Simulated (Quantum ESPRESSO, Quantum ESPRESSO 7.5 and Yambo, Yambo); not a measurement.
# CdS (Hawleyite): G0W0 with and without spin-orbit coupling

Is the spin-orbit change of the gap of CdS (Hawleyite) the same in DFT and in GW?

Calculated with Quantum ESPRESSO 7.5 and Yambo 5.3.0; PBE and many-body steps on it, plane waves.

**What was measured.**

- Gap 2.42 eV: optical gap from inflexion point of photoacoustic spectrum, as-grown film; photoacoustic spectroscopy; film (as-grown chemical bath deposited film, about 0.25 um thick, deposited at 80 C) (“Study of the band--gap shift in CdS films: Influence of thermal annealing in different atmospheres”, 1995, arxiv:cond-mat/9501125).

## (1) The starting structure

The structure is cubic, space group F-43m (No. 216). The conventional cell has a = 5.833 Å, b = 5.833 Å, c = 5.833 Å, α = 90.00°, β = 90.00°, γ = 90.00°. Nearest to Cd lie 4 S at 2.53 Å. Nearest to S lie 4 Cd at 2.53 Å. Farther neighbours and most contacts between anions are not listed.

Structure file:

```cif
data_structure
_symmetry_space_group_name_H-M 'P 1'
_symmetry_Int_Tables_number 1
_cell_length_a 4.1246
_cell_length_b 4.1246
_cell_length_c 4.1246
_cell_angle_alpha 60.000
_cell_angle_beta 60.000
_cell_angle_gamma 60.000
_cell_volume 49.62
loop_
_atom_site_label
_atom_site_type_symbol
_atom_site_fract_x
_atom_site_fract_y
_atom_site_fract_z
_atom_site_occupancy
Cd1 Cd 0.00000 0.00000 0.00000 1
S2 S 0.25000 0.25000 0.25000 1
```

The cell and positions come from the Crystallography Open Database and are kept as given unless a step says otherwise.

## (2) Empty states on the mesh, 4×4×4 mesh, 142 bands

This step: Quantum ESPRESSO 7.5; DFT, PBE, plane waves, norm-conserving pseudopotentials.

The sums over transitions need many empty states on a uniform mesh; this step solves for them.

The input, pw.in:

```
&control
  calculation = 'nscf'
  prefix = 'x'
  outdir = 'o'
  pseudo_dir = 'pseudo'
/
&system
  ibrav = 0
  nat = 2
  ntyp = 2
  ecutwfc = 94.0
  nbnd = 142
  force_symmorphic = .true.
/
&electrons
  conv_thr = 1e-9
  electron_maxstep = 80
  diago_full_acc = .true.
  diago_thr_init = 5e-6
/
ATOMIC_SPECIES
  Cd 112.41 Cd.upf
  S 32.06 S.upf
CELL_PARAMETERS angstrom
  -0.0000000000 2.9165000000 2.9165000000
  2.9165000000 -0.0000000000 2.9165000000
  2.9165000000 2.9165000000 -0.0000000000
ATOMIC_POSITIONS crystal
  Cd 0.0000000000 0.0000000000 0.0000000000
  S 0.2500000000 0.2500000000 0.2500000000
K_POINTS automatic
  4 4 4 0 0 0
```

Started as:

```bash
$ OMP_NUM_THREADS=1 mpirun -n 4 pw.x -nk 4 -in pw.in > pw.out
```

The program printed:

```text
Program PWSCF v.7.5 starts

     This program is part of the open-source Quantum ESPRESSO suite
     for quantum simulation of materials; please cite
         "P. Giannozzi et al., J. Phys.:Condens. Matter 21 395502 (2009);
         "P. Giannozzi et al., J. Phys.:Condens. Matter 29 465901 (2017);
         "P. Giannozzi et al., J. Chem. Phys. 152 154105 (2020);
     in publications or presentations arising from this work. More details at

     Atomic positions and unit cell read from directory:
     o/x.save/

     Message from routine setup:
[...]
65.8940  67.6525  67.7258  67.7258  68.1298  68.1298  69.2984  69.8215
     [... 6 further rows ...]
   100.5108 100.8268 101.7075 101.7075 102.6490 102.6490 104.4774 104.4774
   104.8355 106.0141 106.9755 106.9755 107.6327 108.0552

          k = 0.3536 0.0000 0.0000 (  5105 PWs)   bands (ev):

     [... further k-points ...]

     highest occupied, lowest unoccupied level (ev):     6.9821    8.1268

     XML data file, pseudopotentials, collected wavefunctions

=------------------------------------------------------------------------------=
   JOB DONE.
=------------------------------------------------------------------------------=
```

It took 15 s on 4 MPI ranks of Arm Neoverse V1, shared host; peak memory 0.46 GiB; 62 s of CPU time.

Numbers from this step:

```yaml
gap: 1.145 eV
k_of_the_valence_top: 0, 0, 0
k_of_the_conduction_bottom: 0, 0, 0
least_direct_gap: 1.145 eV
k_points_computed: 8
lowest_point_of_the_top_converged_band_above_the_valence_top: 98.3047 eV
```

On this mesh the gap is 1.145 eV.

The density comes from a self-consistent run that is not shown.

## (3) Conversion and set-up

This step: Yambo 5.3.0; conversion and set-up on PBE, plane waves, norm-conserving pseudopotentials.

The states are converted to the many-body program's format and the q mesh is built.

Started as:

```bash
$ (cd o/x.save; p2y > p2y.log; mv SAVE ../..); yambo > setup.log
```

The program printed:

```text
 Yambo, version 5.3.0

 [02] CORE Variables Setup
 =========================

  [02.01] Unit cells
  ==================

  Cell kind             :  FCC
  Atoms in the cell     :  Cd  S
  number of Cd atoms    :  1
  number of S  atoms    :  1

  List of atomic masses
  Mass of Cd    :  112.4100
  Mass of S     :  32.06000

  List of atomic coordinates    : [cc]
  Cd1       :  0.000000  0.000000  0.000000  order 1
  S1       :  2.755693  2.755693  2.755693  order 2

  Alat factors          :  5.511386  5.511386  5.511386 [a.u.]
  Direct lattice volume :  334.8209 [a.u.]
[...]
==========================================

 IBZ Q-points                                      :   8
 BZ  Q-points                                      :   64

 K/Q-points units:
 rlu = crystal or reduced units; cc = cartesian coordinates; iku = interal k-units

 Q [1]          [rlu]:  0.000000  0.000000  0.000000
 Q [2]          [rlu]: -0.40681E-17 -0.40681E-17  0.25000
 Q [3]          [rlu]:  0.81362E-17  0.81362E-17 -0.50000
[...]
Q [7]          [rlu]:  0.12428E-16 -0.50000     -0.50000
 Q [8]          [rlu]:  0.250000 -0.500000 -0.250000

  [03.01] X indexes
  =================

   [03.01.01] Sigma indexes
   ========================

 [06] Game Over & Game summary
```

It took 2.9 s on 1 MPI rank; peak memory 0.25 GiB.

## (4) Scalar-relativistic

G0W0 replaces the xc potential by the self-energy, built once from these orbitals. Only a window of levels is corrected, while the sums run over the empty bands that the input names.

This step: G0W0 on PBE, plane waves, norm-conserving pseudopotentials.

The input, gw1.in:

```
HF_and_locXC
gw0
dyson
ppa
em1d
rim_cut
RandQpts= 1000000
RandGvec= 1 RL
EXXRLvcs= 94 Ry
VXCRLvcs= 376 Ry
Chimod= "HARTREE"
% BndsRnXp
 1 | 142 |
%
NGsBlkXp= 10.5 Ry
% LongDrXp
 1 | 1 | 1 |
%
% GbndRnge
 1 | 142 |
%
DysSolver= "n"
ExtendOut
PPAPntXp= 27.21138 eV
% QPkrange
 1 | 1 | 12 | 15 |
%
```

Started as:

```bash
$ OMP_NUM_THREADS=1 mpirun -n 4 yambo -F gw1.in -J gw1 -C gw1 > gw1.log
```

The program printed:

```text
 Yambo, version 5.3.0

 [02] CORE Variables Setup
 =========================

  [... cell, symmetries and grids as in the set-up ...]

  [02.05] Energies & Occupations
  ==============================

  [X] === General ===
  [X] Electronic Temperature                        :  0.000000  0.000000 [eV K]
  [X] Bosonic    Temperature                        :  0.000000  0.000000 [eV K]
  [X] Finite Temperature mode                       : no
  [X] El. density                                   :  0.52403E+24 [cm-3]
  [X] Fermi Level                                   :  6.982057 [eV]

  [X] === Gaps and Widths ===
  [X] Conduction Band Min                           :  1.144724 [eV]
  [X] Valence Band Max                              :  0.000000 [eV]
  [X] Filled Bands                                  :  13
  [X] Empty Bands                                   :   14  142
  [X] Direct Gap                                    :  1.144724 [eV]
  [X] Direct Gap localized at k                     :  1
  [X] Indirect Gap                                  :  1.144724 [eV]
  [X] Indirect Gap between kpts                     :  1  1
  [X] Last valence band width                       :  2.183510 [eV]
  [X] 1st conduction band width                     :  4.279643 [eV]

 [03] Transferred momenta grid and indexing
 ==========================================

 IBZ Q-points                                      :   8
 BZ  Q-points                                      :   64

 K/Q-points units:
 rlu = crystal or reduced units; cc = cartesian coordinates; iku = interal k-units

 Q [1]          [rlu]:  0.000000  0.000000  0.000000
 Q [2]          [rlu]: -0.40681E-17 -0.40681E-17  0.25000
 Q [3]          [rlu]:  0.81362E-17  0.81362E-17 -0.50000
 Q [4]          [rlu]: -0.62139E-17  0.25000      0.25000
 Q [5]          [rlu]: -0.38278E-17  0.25000      0.50000
 Q [6]          [rlu]:  0.81362E-17  0.25000     -0.25000
 Q [7]          [rlu]:  0.12428E-16 -0.50000     -0.50000
 Q [8]          [rlu]:  0.250000 -0.500000 -0.250000

 [04] Coloumb potential Random Integration (RIM)
 ===============================================

  [04.01] RIM initialization
  ==========================

  * Diagonal components only detected *

  8 x (sBL volume)        :  0.092606 [a.u.]
  sBZ random points       :  1000000
  Points outside the sBZ  :   7987327
  RL volume               :  0.740845 [a.u.]
  Integrated volume       :  0.742020 [a.u.]

  [04.02] RIM integrals
  =====================

  Gamma point sphere radius             :  0.082066 [a.u.]
  Points outside the sphere             :   799513
  [Int_sBZ(q=0) 1/q^2]*(Vol_sBZ)^(-1/3) =:  7.764325
                                 should be <:  7.795600

  Summary of Coulomb integrals for non-metallic bands |Q|[au] RIM/Bare

  Q [1] 0.100000E-4 0.995988 * Q [2] 0.246825 1.065884
  Q [4] 0.285009 1.064810 * Q [6] 0.403064 1.027704
  Q [5] 0.472634 1.020409 * Q [3] 0.493651 1.018308
  Q [7] 0.570019 1.014905 * Q [8] 0.637300 1.011860

 [05] Dipoles
 ============

  [05.01] Setup: observables and procedures
  =========================================

 [06] Dynamic Dielectric Matrix (PPA)
 ====================================

 [WR./gw1//ndb.pp]---------------------------------------------------------------
  Brillouin Zone Q/K grids (IBZ/BZ)                :    8   64    8   64
  RL vectors                                       :   6183 [WF]
  Coulomb cutoff potential                         : none
  Electronic Temperature                           :  0.000000 [K]
  Bosonic    Temperature                           :  0.000000 [K]
  PPA    diel. fun.  energies                      : Perdew, Burke & Ernzerhof(X)+Perdew, Burke & Ernzerhof(C)
  wavefunctions                                    : Perdew, Burke & Ernzerhof(X)+Perdew, Burke & Ernzerhof(C)
  Global Gauge                                     : length
  X matrix size                                    :  181
  X band range                                     :    1  142
  X e/h energy range                               : -1.000000 -1.000000 [eV]
  X Time ordering                                  : R
  X Hxc Kernel                                     : HARTREE
  X Drude frequency                                :  0.000000  0.000000
  X poles                                          :  100.0000 [o/o]
  RL vectors in the sum                            :   6183
  [r,Vnl] included                                 : yes
  Field direction                                  :  0.577350E-5  0.577350E-5  0.577350E-5
  BZ energy Double Grid                            : no
  BZ energy DbGd points                            : 0
  BZ Q point size factor                           : -1.000000
  X Optical Averaged directions                    : none

 [07] Local Exchange-Correlation + Non-Local Fock
 ================================================

 [VXC] Plane waves :   41151
 [EXS] Plane waves :   5161

 QP @ state[ 1 ] K range:  1  1
 QP @ state[ 1 ] b range:  12  15

 [xc] Functional : Perdew, Burke & Ernzerhof(X)+Perdew, Burke & Ernzerhof(C)
 [xc] LIBXC used to calculate xc functional
  PP Number of Atomic Species                      :  2
  NLCC RL compoments                               :   41151
  PP Number of Atomic Species                      :  2
  NLCC RL compoments                               :   41151

 [xc] E_xc :  -17.59455 [Ha]
      E_xc :  -35.18910 [Ry]

  Local XC kind (lXC) : Perdew, Burke & Ernzerhof(X)+Perdew, Burke & Ernzerhof(C)
  Non-Local XC kind (nlXC) : Hartree-Fock

  Corrections @ K [1] :  [eV]
 <12|nlXC|12> = -18.34339 -0.46991E-17 <12|lXC|12> = -15.38909 -0.94408E-16
 <13|nlXC|13> = -18.34331  0.79125E-17 <13|lXC|13> = -15.38909  0.47204E-16
 <14|nlXC|14> = -6.737015  0.54830E-17 <14|lXC|14> = -10.63635  0.94408E-16
 <15|nlXC|15> = -5.838194  0.95457E-20 <15|lXC|15> = -10.64223  0.28323E-15

 [08] Dyson equation: Newton solver
 ==================================

  [08.01] G0W0 (W PPA)
  ====================

  [  GW  ] Bands range     :    1  142
  [GW/PPA] G damping       :  0.100000 [eV]

  QP @ state[ 1 ] K range:  1  1
  QP @ state[ 1 ] b range:  12  15

   Sc/G bands                                       :    1  142
   Sc/G damping                                     :  0.100000 ev
   Sc bands terminator                              : no
   Sx RL components                                 :   5161

   QP @ state[ 1 ] K range                          :  1  1
   QP @ state[ 1 ] b range                          :  12  15
   GF energies kind                                 : Perdew, Burke & Ernzerhof(X)+Perdew, Burke & Ernzerhof(C)
   GF WF`s kind                                     : Perdew, Burke & Ernzerhof(X)+Perdew, Burke & Ernzerhof(C)
   Xs energies kind                                 : Perdew, Burke & Ernzerhof(X)+Perdew, Burke & Ernzerhof(C)
   Xs WF`s kind                                     : Perdew, Burke & Ernzerhof(X)+Perdew, Burke & Ernzerhof(C)

 [11] Game Over & Game summary
```

It took 72 s on 4 MPI ranks; peak memory 1.8 GiB; 4.7 min of CPU time.

Numbers from this step:

| Item | Value |
| --- | --- |
| G0W0 gap on the points computed | 2.136 eV |
| starting gap on the mesh | 1.145 eV |
| k of the valence top | 0, 0, 0 |
| k of the conduction bottom | 0, 0, 0 |
| least direct G0W0 gap on the computed points | 2.136 eV |
| Z at the valence top | 0.7869 |
| Z at the conduction bottom | 0.8161 |

The gap on the mesh goes from 1.14 eV to 2.14 eV, a correction of +0.99 eV.

## (5) Empty states on the mesh, 4×4×4 mesh, 284 bands

This step: Quantum ESPRESSO 7.5; DFT, PBE with spin-orbit coupling, plane waves, norm-conserving pseudopotentials.

Changes to pw.in since step 2:

```diff
@@ -11,4 +11,6 @@
   ecutwfc = 94.0
-  nbnd = 142
+  nbnd = 284
   force_symmorphic = .true.
+  noncolin = .true.
+  lspinorb = .true.
 /
```

Started as:

```bash
$ OMP_NUM_THREADS=1 mpirun -n 4 pw.x -nk 4 -in pw.in > pw.out
```

The program printed:

```text
[banner, memory and clock lines left out]
Program PWSCF v.7.5 starts

     Atomic positions and unit cell read from directory:
     o/x.save/

     Message from routine setup:
     using ibrav=0 with symmetry is DISCOURAGED, use correct ibrav instead

     G-vector sticks info

     bravais-lattice index     =            0
     lattice parameter (alat)  =       7.7943  a.u.
     unit-cell volume          =     334.8209 (a.u.)^3
     number of atoms/cell      =            2
     number of atomic types    =            2
     number of electrons       =        26.00
[...]
[... 24 further rows ...]
[...]
107.3955 107.4068 107.4445 107.4445

          k =-0.3536-0.3536 0.3536 (  5168 PWs)   bands (ev):

[...]
37.0622  37.0622  40.1841  40.1841  40.3252  40.3252  40.6851  40.6851
     [... 24 further rows ...]
   104.8370 104.8370 106.0174 106.0174 106.9780 106.9780 106.9850 106.9850
   107.6341 107.6341 108.0446 108.0446

          k = 0.3536 0.0000 0.0000 (  5105 PWs)   bands (ev):

     [... further k-points ...]

     highest occupied, lowest unoccupied level (ev):     7.0040    8.1332

     XML data file, pseudopotentials, collected wavefunctions
```

It took 84 s on 4 MPI ranks; peak memory 1.2 GiB.

Numbers from this step:

```yaml
gap: 1.129 eV
k_of_the_valence_top: 0, 0, 0
k_of_the_conduction_bottom: 0, 0, 0
least_direct_gap: 1.129 eV
k_points_computed: 8
lowest_point_of_the_top_converged_band_above_the_valence_top: 98.2857 eV
```

On this mesh the gap is 1.129 eV.

The density comes from a self-consistent run that is not shown, made with spin-orbit coupling and fully relativistic files.

## (6) Conversion and set-up

This step: Yambo 5.3.0; conversion and set-up on PBE with spin-orbit coupling, plane waves, norm-conserving pseudopotentials.

Started as:

```bash
$ (cd o/x.save; p2y > p2y.log; mv SAVE ../..); yambo > setup.log
```

The program printed:

```text
 Yambo, version 5.3.0

 [02] CORE Variables Setup
 =========================

  [02.01] Unit cells
  ==================

  Cell kind             :  FCC
  Atoms in the cell     :  Cd  S
  number of Cd atoms    :  1
  number of S  atoms    :  1

  List of atomic masses
  Mass of Cd    :  112.4100
  Mass of S     :  32.06000

  List of atomic coordinates    : [cc]
  Cd1       :  0.000000  0.000000  0.000000  order 1
  S1       :  2.755693  2.755693  2.755693  order 2

  Alat factors          :  5.511386  5.511386  5.511386 [a.u.]
  Direct lattice volume :  334.8209 [a.u.]
[...]
==========================================

 IBZ Q-points                                      :   8
 BZ  Q-points                                      :   64

 K/Q-points units:
 rlu = crystal or reduced units; cc = cartesian coordinates; iku = interal k-units

 Q [1]          [rlu]:  0.000000  0.000000  0.000000
 Q [2]          [rlu]: -0.40681E-17 -0.40681E-17  0.25000
 Q [3]          [rlu]:  0.81362E-17  0.81362E-17 -0.50000
[...]
Q [7]          [rlu]:  0.12428E-16 -0.50000     -0.50000
 Q [8]          [rlu]:  0.250000 -0.500000 -0.250000

  [03.01] X indexes
  =================

   [03.01.01] Sigma indexes
   ========================

 [06] Game Over & Game summary
```

Elapsed: 3.6 s, on 1 MPI rank; peak memory 0.25 GiB.

[end of part 1 of 2]

[Paths, hosts, dates, memory and timing lines, banners, echoed tables and standing remarks are left out of the program output.]

[Logs are printed without paths, hosts, clocks, repeated set-up lines and the standing remarks that a program may print on its own settings, such as how far it seeks lower states.]

[Runs of the session that timed out or met a known fault of the program may be left out.]

[Hosts, paths, dates, database ids (printed as entryN), source tags and the programs' standing remarks are cut or masked in the printed files.]
